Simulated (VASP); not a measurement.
# C19O in VASP: further runs, part 2 of 2

VASP 6.6.1. Earlier steps stand in the parts before.

## Step 4: Single point, PBEsol

INCAR

```
SYSTEM = C19O
PREC = Accurate
ENCUT = 520
EDIFF = 1E-6
ISMEAR = 0
SIGMA = 0.02
LREAL = Auto
LASPH = .True.
NELM = 100
ALGO = Fast
ISIF = 2
LWAVE = .False.
LCHARG = .False.
GGA = PS
NBANDS = 57
```

KPOINTS

```
Automatic mesh
0
Gamma
  2 2 1
  0 0 0
```

POSCAR

```
C19O
1.0
    7.3980000000      0.0000000000      0.0000000000
   -3.6990000000      6.4068560000      0.0000000000
    0.0000000000      0.0000000000     13.0000000000
C O
19 1
Direct
   -0.0042564180      0.0009908136      0.0657553846
    0.2183162484      0.1122926752      0.0657657692
   -0.0045449106      0.3351818739      0.0657877692
    0.2186496331      0.4467907504      0.0657886154
   -0.0034159458      0.6688399115      0.0657847692
    0.2174924499      0.7792684899      0.0657589231
    0.3287698543      0.0018400601      0.0657461538
    0.5519838332      0.1134394155      0.0657587692
    0.3299332419      0.3355004389      0.0657895385
    0.5508406687      0.4459660089      0.0657930769
    0.3291098720      0.6676877083      0.0657688462
    0.5516678666      0.7789602264      0.0657405385
    0.6632566656      0.0021375539      0.0657220000
    0.8841668667      0.1125981293      0.0657581538
    0.6624226903      0.3343541668      0.0657983846
    0.8850040227      0.4456401080      0.0658013846
    0.6621294929      0.6685314919      0.0657702308
    0.8852934314      0.7801143026      0.0657676923
    0.5730437049     -0.0639466534      0.3163180769
    0.5023947030      0.0107128988      0.3659801538
```

Potentials or basis: VASP PAW PBE potentials, release 64 (C, O).

On the command line:

```
$ cat potpaw_PBE.64/C/POTCAR potpaw_PBE.64/O/POTCAR > POTCAR
$ mpirun -np 1 vasp_std > vasp.out
```

OUTCAR:

```text
SYSTEM = C19O
   PREC = Accurate
   ENCUT = 520
   EDIFF = 1E-6
   ISMEAR = 0
   LREAL = Auto
   LASPH = .True.
   NELM = 100
   ISIF = 2
   GGA = PS

 ion  position               nearest neighbor table
   1  0.996  0.001  0.066-  18 1.42   2 1.43  14 1.43
   2  0.218  0.112  0.066-   7 1.42   1 1.43   9 1.43
   3  0.995  0.335  0.066-  16 1.42  14 1.43   4 1.43
   4  0.219  0.447  0.066-  11 1.42   9 1.43   3 1.43
   5  0.997  0.669  0.066-   6 1.42  18 1.43  16 1.43
   6  0.217  0.779  0.066-   5 1.42   7 1.43  11 1.43
[... 10 lines left out ...]
  17  0.662  0.669  0.066-  12 1.42  10 1.43  18 1.43
  18  0.885  0.780  0.066-   1 1.42   5 1.43  17 1.43
  19  0.573  0.936  0.316-  20 1.13
  20  0.502  0.011  0.366-  19 1.13

  LATTYP: Found a hexagonal cell.
 ALAT       =     7.3980000000
 C/A-ratio  =     1.7572316842

  Lattice vectors:

 A1 = (   7.3980000000,   0.0000000000,   0.0000000000)
 A2 = (  -3.6990000000,   6.4068560000,   0.0000000000)
 A3 = (   0.0000000000,   0.0000000000,  13.0000000000)

Analysis of symmetry for initial positions (statically):
=====================================================================
 Subroutine PRICEL returns:
 Original cell was already a primitive cell.

 Routine SETGRP: Setting up the symmetry group for a
 hexagonal supercell.

 Subroutine GETGRP returns: Found  1 space group operations
 (whereof  1 operations were pure point group operations)
 out of a pool of 24 trial point group operations.

The static configuration has the point symmetry C_1 .

Analysis of symmetry for dynamics (positions and initial velocities):
=====================================================================
 Subroutine PRICEL returns:
 Original cell was already a primitive cell.

 Routine SETGRP: Setting up the symmetry group for a
 hexagonal supercell.

 Subroutine GETGRP returns: Found  1 space group operations
 (whereof  1 operations were pure point group operations)
 out of a pool of 24 trial point group operations.

[... 140 lines left out ...]
   GGA     = PS    functional components
   LHFCALC =     F    Hartree Fock is set to
   AEXX    =    0.0000 exact exchange contribution
   IVDW    =     0    specifies the selected vdW correction
   LEPSILON=     F    determine dielectric tensor
   LRPA    =     F    only Hartree local field effects (RPA)
 non-spin polarized calculation
 RMM-DIIS sequential band-by-band and
 Gauss-broadening in eV      SIGMA  =   0.02
  energy-cutoff  :      520.00
  volume of cell :      616.17
 maximum number of plane-waves:     16651
 NGX is ok and might be reduce to    56
   NGX = 27   NGY = 27   NGZ = 49

 number of electron      81.9999998 magnetization

 Free energy of the ion-electron system (eV)
  ---------------------------------------------------
  ext. energy  EPLUGINS =         0.00000000
  ---------------------------------------------------
  free energy    TOTEN  =      -188.25635554 eV

  energy without entropy =     -188.25632023  energy(sigma->0) =     -188.25633789

 E-fermi :  -1.7512     XC(G=0):  -3.8885

 val. band max:       -1.7983868102   @ k =   0.0000   0.0000   0.0000
 cond. band min:      -1.7048628582   @ k =   0.0000   0.0000   0.0000
 fundamental gap:      0.0935239520
 Fermi energy:        -1.7511627969

 k-point     1 :       0.0000    0.0000    0.0000
  band No.  band energies     occupation
      1     -26.7437      2.00000
      2     -21.2330      2.00000
      3     -18.6688      2.00000
      4     -18.6634      2.00000
      5     -18.6573      2.00000
      6     -18.6491      2.00000
[... 213 lines left out ...]
     52       3.4991      0.00000
     53       3.9325      0.00000
 [bands above 53 left out]

------------------------ aborting loop because EDIFF is reached ----------------------------------------

  FORCE on cell =-STRESS in cart. coord.  units (eV):
  Direction    XX          YY          ZZ          XY          YZ          ZX
  --------------------------------------------------------------------------------------
  -------------------------------------------------------------------------------------
  Total       -1.5022962     -1.8749671      0.3590675     -0.3508395      0.2810765     -0.4771387
  in kB       -3.9062812     -4.8753028      0.9336499     -0.9122553      0.7308570     -1.2406594
  external PRESSURE =      -2.6159781 kB  Pullay stress =       0.0000000 kB

 VOLUME and BASIS-vectors are now :
 -----------------------------------------------------------------------------
  energy-cutoff  :      520.00
  volume of cell :      616.17
      direct lattice vectors                 reciprocal lattice vectors
     7.398000000  0.000000000  0.000000000     0.135171668  0.078041398  0.000000000
    -3.699000000  6.406856000  0.000000000     0.000000000  0.156082796  0.000000000
     0.000000000  0.000000000 13.000000000     0.000000000  0.000000000  0.076923077

 POSITION                                       TOTAL-FORCE (eV/Angst)
 -----------------------------------------------------------------------------------
      7.36285      0.00635      0.85482         0.120796     -0.352687      0.007654
      1.19973      0.71944      0.85495         0.246097     -0.279006      0.002324
      6.12454      2.14746      0.85524        -0.356911      0.066550     -0.001701
     -0.03511      2.86252      0.85525         0.123062      0.341166      0.001720
      4.89869      4.28516      0.85520         0.242646      0.278362      0.000613
     -1.27350      4.99266      0.85487        -0.370792     -0.072561      0.003625
[... 12 lines left out ...]
      0.77692      5.99716      4.11213         0.757755     -0.457316     -0.571399
      3.67709      0.06864      4.75774        -0.755368      0.452170      0.595733
 -----------------------------------------------------------------------------------
    total drift:                               -0.002160      0.007355      0.017259

  FREE ENERGIE OF THE ION-ELECTRON SYSTEM (eV)
  ---------------------------------------------------
  free  energy   TOTEN  =      -188.2563555392 eV

  energy  without entropy=     -188.2563202333  energy(sigma->0) =     -188.25633789
```

OSZICAR:

```text
N       E                     dE             d eps       ncg     rms          rms(c)
DAV:   1     0.659046155173E+03    0.65905E+03   -0.33093E+04   480   0.114E+03
DAV:   2    -0.961546635355E+02   -0.75520E+03   -0.72682E+03   680   0.274E+02
DAV:   3    -0.197504738301E+03   -0.10135E+03   -0.10082E+03   560   0.105E+02
[... 15 lines left out ...]
RMM:  19    -0.188256311818E+03   -0.26849E-03   -0.46998E-05   468   0.143E-02    0.423E-03
RMM:  20    -0.188256337816E+03   -0.25998E-04   -0.87181E-06   460   0.679E-03    0.249E-03
RMM:  21    -0.188256353881E+03   -0.16065E-04   -0.35585E-06   454   0.396E-03    0.147E-03
RMM:  22    -0.188256355106E+03   -0.12248E-05   -0.67929E-07   359   0.214E-03    0.350E-04
RMM:  23    -0.188256355539E+03   -0.43331E-06   -0.26354E-07   298   0.141E-03
   1 F= -.18825636E+03 E0= -.18825634E+03  d E =-.353059E-04
```

stdout:

```text
POSCAR found type information on POSCAR C O
 POSCAR found :  2 types and      20 ions
 scaLAPACK will be used
 -----------------------------------------------------------------------------
|                                                                             |
|                                                                             |
|     You enforced a specific xc type in the INCAR file but a different       |
|     I HOPE YOU KNOW WHAT YOU ARE DOING!                                     |
|                                                                             |
 -----------------------------------------------------------------------------

 LDA part: xc-table for (Slater+PW92), standard interpolation
 POSCAR, INCAR and KPOINTS ok, starting setup
 FFT: planning ... GRIDC
 FFT: planning ... GRID_SOFT
 FFT: planning ... GRID
 WAVECAR not read
 entering main loop
```

It took 8.5 min on 1 thread of AMD EPYC 7R43 (Zen 3), shared host; peak memory 0.62 GiB.

Results:

- Free energy: -188.2564 eV
- Largest force: 1.063 eV/Å
- Band gap on the k mesh: 0.09 eV, direct

Forces on the atoms (eV/Å):
```
C    0.121 -0.353  0.008
C    0.246 -0.279  0.002
C   -0.357  0.067 -0.002
C    0.123  0.341  0.002
C    0.243  0.278  0.001
C   -0.371 -0.073  0.004
C   -0.359  0.067  0.005
C    0.124  0.350 -0.005
C    0.236  0.281 -0.004
C   -0.367 -0.063 -0.001
C    0.127 -0.343  0.002
C    0.256 -0.274 -0.026
C    0.248  0.273 -0.017
C   -0.373 -0.069 -0.003
C    0.118 -0.347  0.003
C    0.239 -0.268  0.001
C   -0.383  0.074  0.002
C    0.127  0.342  0.004
C    0.758 -0.457 -0.571
O   -0.755  0.452  0.596
```

Levels at points of the mesh, in eV from the valence-band top:
| k point | band 39 | band 40 | band 41 | band 42 | band 43 | band 44 |
| --- | --- | --- | --- | --- | --- | --- |
| (0.00, 0.00, 0.00) | -2.96 | 0.00 | 0.00 | 0.09 | 0.10 | 2.33 |
| (0.50, 0.00, 0.00) | -2.61 | -2.59 | -2.31 | 1.68 | 2.27 | 2.32 |
| (0.00, 0.50, 0.00) | -2.61 | -2.60 | -2.32 | 1.69 | 2.26 | 2.31 |
| (0.50, 0.50, 0.00) | -2.60 | -2.59 | -2.31 | 1.67 | 2.30 | 2.35 |

Caveat: the k mesh is coarse (spacing up to 0.49 Å⁻¹), so the values aren't converged; the standard files for N, O and F lose accuracy on very short bonds; the PAW data sets were made with another functional, which shifts forces and pressure a little. PBEsol gaps usually lie below the measured ones, often by a third to a half.
